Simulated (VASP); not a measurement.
# BN in VASP: notebook, part 2 of 3

VASP 6.6.1. Earlier steps stand in the parts before.

### Step 3. Single point, PBE

This run uses another cell than the first one, of 40.54 Å³/atom, 1.250 times its volume.

Input file INCAR:

```
SYSTEM = BN
  ALGO = Normal
  DIPOL = 0.5 0.5 0.500
  EDIFF = 1E-7
  ENCUT = 460
  GGA = PE
  IDIPOL = 3
  ISIF = 2
  ISMEAR = 0
  LASPH = .True.
  LCHARG = .False.
  LDIPOL = .True.
  LREAL = .False.
  LVACPOTAV = .True.
  LVHAR = .True.
  LWAVE = .False.
  NBANDS = 14
  NELM = 120
  PREC = Accurate
  SIGMA = 0.05
```

Input file KPOINTS:

```
k-points
0
Gamma
  10 10 1
  0 0 0
```

Input file POSCAR:

```
BN
1.0
    2.4982400000      0.0000000000      0.0000000000
   -1.2491200000      2.1635393000      0.0000000000
    0.0000000000      0.0000000000     15.0000000000
N B
1 1
Direct
    0.3333333333      0.6666666667      0.5000000000
    0.6666666667      0.3333333333      0.5000000000
```

Potentials or basis: VASP PAW PBE potentials, release 64 (N, B).

The run is started by

```bash
$ cat potpaw_PBE.64/N/POTCAR potpaw_PBE.64/B/POTCAR > POTCAR
$ mpirun -np 1 vasp_std > vasp.out
```

OUTCAR:

```text
SYSTEM = BN
   EDIFF = 1E-7
   ENCUT = 460
   GGA = PE
   ISIF = 2
   ISMEAR = 0
   LASPH = .True.
   LREAL = .False.
   NELM = 120
   PREC = Accurate

 Found     14 irreducible k-points:

 Following reciprocal coordinates:
            Coordinates               Weight
  0.000000  0.000000  0.000000      1.000000
  0.100000  0.000000  0.000000      6.000000
  0.200000  0.000000  0.000000      6.000000
  0.300000  0.000000  0.000000      6.000000
  0.400000 -0.000000  0.000000      6.000000
  0.500000  0.000000  0.000000      3.000000
   k-points           NKPTS =     14   k-points in BZ     NKDIM =     14   number of bands    NBANDS=     14
   number of dos      NEDOS =    301   number of ions     NIONS =      2
   total plane-waves  NPLWV =  34992
   dimension x,y,z NGX =    18 NGY =   18 NGZ =  108
   dimension x,y,z NGXF=    36 NGYF=   36 NGZF=  216
   ions per type =               1   1
   NGX,Y,Z   is equivalent  to a cutoff of  11.98, 11.98, 11.97 a.u.
   NGXF,Y,Z  is equivalent  to a cutoff of  23.96, 23.96, 23.94 a.u.
 SYSTEM =  BN
   PREC   = accura    normal or accurate (medium, high low for compatibility)
   ISTART =      0    job   : 0-new  1-cont  2-samecut
   ICHARG =      2    charge: 1-file 2-atom 10-const
   ISPIN  =      1    spin polarized calculation?
   LNONCOLLINEAR =      F non collinear calculations
   LSORBIT =      F    spin-orbit coupling
   LASPH  =      T    aspherical Exc in radial PAW
   ENCUT  =  460.0 eV  33.81 Ry    5.81 a.u.   4.37  4.37 26.23*2*pi/ulx,y,z
   NELM   =    120;   NELMIN=  2; NELMDL= -5     # of ELM steps
   EDIFF  = 0.1E-06   stopping-criterion for ELM
   LREAL  =      F    real-space projection
   EDIFFG = 0.1E-05   stopping-criterion for IOM
   NSW    =      0    number of steps for IOM
   IBRION =     -1    ionic relax: 0-MD 1-quasi-New 2-CG
   NFREE  =      0    steps in history (QN), initial steepest desc. (CG)
   ISIF   =      2    stress and relaxation
   ISYM   =      2    0-nonsym 1-usesym 2-fastsym
   POTIM  = 0.5000    time-step for ionic-motion
   TEBEG  =    0.0;   TEEND  =   0.0 temperature during run
   PSTRESS=    0.0 pullay stress
   NELECT =       8.0000    total number of electrons
   NUPDOWN=      -1.0000    fix difference up-down
   EMIN   =  10.00;   EMAX   =-10.00  energy-range for DOS
   EFERMI =   0.00;   METHOD = LEGACY
   ISMEAR =     0;   SIGMA  =   0.05  broadening in eV -4-tet -1-fermi 0-gaus
   EFERMI_NEDOS =   21; number of points for ismear=-14 and -15
   IALGO  =     38    algorithm
   IMIX   =      4    mixing-type and parameters
     AMIX     =   0.40;   BMIX     =  1.00
     AMIX_MAG =   1.60;   BMIX_MAG =  1.00
  volume/ion in A,a.u.               =      40.54       273.56
  Fermi-wavevector in a.u.,A,eV,Ry     =   0.756499  1.429575  7.786479  0.572290
  Thomas-Fermi vector in A             =   1.854633
   LORBIT       =      0    0 simple, 1 ext, 2 COOP (PROOUT), +10 PAW based schemes
   GGA     = PE    functional components
   LHFCALC =     F    Hartree Fock is set to
   AEXX    =    0.0000 exact exchange contribution
   IVDW    =     0    specifies the selected vdW correction
   LEPSILON=     F    determine dielectric tensor
   LRPA    =     F    only Hartree local field effects (RPA)
 non-spin polarized calculation
 Gauss-broadening in eV      SIGMA  =   0.05
  energy-cutoff  :      460.00
  volume of cell :       81.08
 maximum number of plane-waves:      1863
 NGX is ok and might be reduce to    18
   NGX =  9   NGY =  9   NGZ = 53

 dipolmoment           0.000000      0.000000     -0.000000 electrons x Angstroem

 number of electron       7.9999998 magnetization

 dipolmoment           0.000000      0.000000      0.000000 electrons x Angstroem

 Free energy of the ion-electron system (eV)
  ---------------------------------------------------
  ext. energy  EPLUGINS =         0.00000000
  ---------------------------------------------------
  free energy    TOTEN  =       -17.59778178 eV

  energy without entropy =      -17.59778178  energy(sigma->0) =      -17.59778178

 E-fermi :  -3.8631     XC(G=0):  -2.8058

 val. band max:       -4.1859146821   @ k =   0.3000   0.3000   0.0000
 cond. band min:       0.6685635777   @ k =   0.0000   0.0000   0.0000
 fundamental gap:      4.8544782598
 Fermi energy:        -3.8630768064

 k-point     1 :       0.0000    0.0000    0.0000
  band No.  band energies     occupation
      1     -21.7107      2.00000
      2      -9.2835      2.00000
      3      -5.3295      2.00000
      4      -5.3295      2.00000
      5       0.6686      0.00000
      6       1.6725      0.00000
      7       2.1928      0.00000
      8       4.0221      0.00000
      9       4.6541      0.00000
     10       7.4304      0.00000
     11       7.6529      0.00000
     12       7.6529      0.00000
     13       8.1798      0.00000
     14       9.8935      0.00000

 k-point     2 :       0.1000    0.0000    0.0000
  band No.  band energies     occupation
      1     -21.5178      2.00000
      2      -9.0238      2.00000
      3      -6.1215      2.00000
      4      -5.6961      2.00000
      5       0.9987      0.00000
      6       1.9757      0.00000
      7       2.5163      0.00000
      8       4.3044      0.00000
      9       4.9811      0.00000
     10       7.4437      0.00000
     11       7.4989      0.00000
     12       8.5019      0.00000
     13       8.6503      0.00000
     14       9.6395      0.00000

 k-point     3 :       0.2000    0.0000    0.0000
  band No.  band energies     occupation
      1     -20.9546      2.00000
      2      -8.2625      2.00000
      3      -8.0033      2.00000
      4      -6.5194      2.00000
      5       1.9465      0.00000
      6       2.8523      0.00000
      7       3.4733      0.00000
      8       5.0121      0.00000
      9       5.8586      0.00000
     10       6.8717      0.00000
     11       7.2853      0.00000
     12       9.7381      0.00000
     13       9.8219      0.00000
     14      10.7279      0.00000

 k-point     4 :       0.3000    0.0000    0.0000
  band No.  band energies     occupation
      1     -20.0866      2.00000
      2     -10.1966      2.00000
      3      -7.3581      2.00000
      4      -7.0724      2.00000
      5       3.4546      0.00000
      6       3.5454      0.00000
      7       5.0332      0.00000
      8       5.0517      0.00000
      9       6.5797      0.00000
     10       7.1930      0.00000
     11       7.9048      0.00000
     12      10.9036      0.00000
     13      11.4402      0.00000
     14      13.6953      0.00000

 k-point     5 :       0.4000   -0.0000    0.0000
  band No.  band energies     occupation
      1     -19.1136      2.00000
      2     -12.0855      2.00000
      3      -7.9401      2.00000
      4      -5.6873      2.00000
      5       1.8508      0.00000
      6       5.2407      0.00000
      7       6.6483      0.00000
      8       6.8523      0.00000
      9       7.4648      0.00000
     10       9.1556      0.00000
     11       9.8879      0.00000
     12      11.7215      0.00000
     13      12.2023      0.00000
     14      13.2890      0.00000

 k-point     6 :       0.5000    0.0000    0.0000
  band No.  band energies     occupation
      1     -18.6042      2.00000
      2     -12.9174      2.00000
      3      -8.1450      2.00000
      4      -4.9111      2.00000
      5       0.8173      0.00000
      6       5.8247      0.00000
      7       8.5076      0.00000
      8       8.9393      0.00000
      9       9.2144      0.00000
     10       9.8169      0.00000
     11      10.1570      0.00000
     12      10.2795      0.00000
     13      11.4791      0.00000
     14      12.2053      0.00000

 [... further k-points ...]

------------------------ aborting loop because EDIFF is reached ----------------------------------------

  FORCE on cell =-STRESS in cart. coord.  units (eV):
  Direction    XX          YY          ZZ          XY          YZ          ZX
  --------------------------------------------------------------------------------------
  -------------------------------------------------------------------------------------
  Total        0.6311299      0.6311299     -0.1129558      0.0000000      0.0000000     -0.0000000
  in kB       12.4720870     12.4720869     -2.2321786      0.0000000      0.0000000     -0.0000000
  external PRESSURE =       7.5706651 kB  Pullay stress =       0.0000000 kB

 VOLUME and BASIS-vectors are now :
 -----------------------------------------------------------------------------
  energy-cutoff  :      460.00
  volume of cell :       81.08
      direct lattice vectors                 reciprocal lattice vectors
     2.498240000  0.000000000  0.000000000     0.400281798  0.231102805  0.000000000
    -1.249120000  2.163539300  0.000000000     0.000000000  0.462205609  0.000000000
     0.000000000  0.000000000 15.000000000     0.000000000  0.000000000  0.066666667

 POSITION                                       TOTAL-FORCE (eV/Angst)
 -----------------------------------------------------------------------------------
     -0.00000      1.44236      7.50000         0.000000      0.000000      0.000000
      1.24912      0.72118      7.50000        -0.000000     -0.000000      0.000000
 -----------------------------------------------------------------------------------
    total drift:                                0.000002     -0.000001      0.000000

  FREE ENERGIE OF THE ION-ELECTRON SYSTEM (eV)
  ---------------------------------------------------
  free  energy   TOTEN  =       -17.5977817800 eV

  energy  without entropy=      -17.5977817800  energy(sigma->0) =      -17.59778178

 vacuum level on the upper side and lower side of the slab         1.798         1.798
```

stdout:

```text
POSCAR found type information on POSCAR N B
 POSCAR found :  2 types and       2 ions
 scaLAPACK will be used
 LDA part: xc-table for (Slater+PW92), standard interpolation
 POSCAR, INCAR and KPOINTS ok, starting setup
 FFT: planning ... GRIDC
 FFT: planning ... GRID_SOFT
 FFT: planning ... GRID
 WAVECAR not read
 entering main loop
 -----------------------------------------------------------------------------
|                                                                             |
|           W    W    AA    RRRRR   N    N  II  N    N   GGGG   !!!           |
|           W    W   A  A   R    R  NN   N  II  NN   N  G    G  !!!           |
|           W    W  A    A  R    R  N N  N  II  N N  N  G       !!!           |
|           W WW W  AAAAAA  RRRRR   N  N N  II  N  N N  G  GGG   !            |
|           WW  WW  A    A  R   R   N   NN  II  N   NN  G    G                |
|           W    W  A    A  R    R  N    N  II  N    N   GGGG   !!!           |
|                                                                             |
|     Did not find any points to average over, which means that no vacuum     |
|     field-free region was found. Please increase the size of  your cell     |
|     in the dimension of the dipole correction to obtain accurate            |
|     workfunction values.                                                    |
|                                                                             |
 -----------------------------------------------------------------------------
```

Wall time 19 s (1 thread of Intel Xeon Platinum 8259CL at 2.50GHz (Skylake/Cascade Lake), shared host); peak memory 0.17 GiB.

These settings aren't checked as converged: the numbers below hold their error.

What came out:

```yaml
Free_energy: -17.5978 eV
Band_gap_on_the_k_mesh: 4.85 eV, indirect (least direct gap 5.05 eV)
Ionisation_potential_of_the_upper_face: 5.98 eV
```

Caveat: the cutoff is under 1.25 times the usual one of these potentials, so pressure, stress and relaxed cells hold a basis-set (Pulay) error.

[end of part 2 of 3]
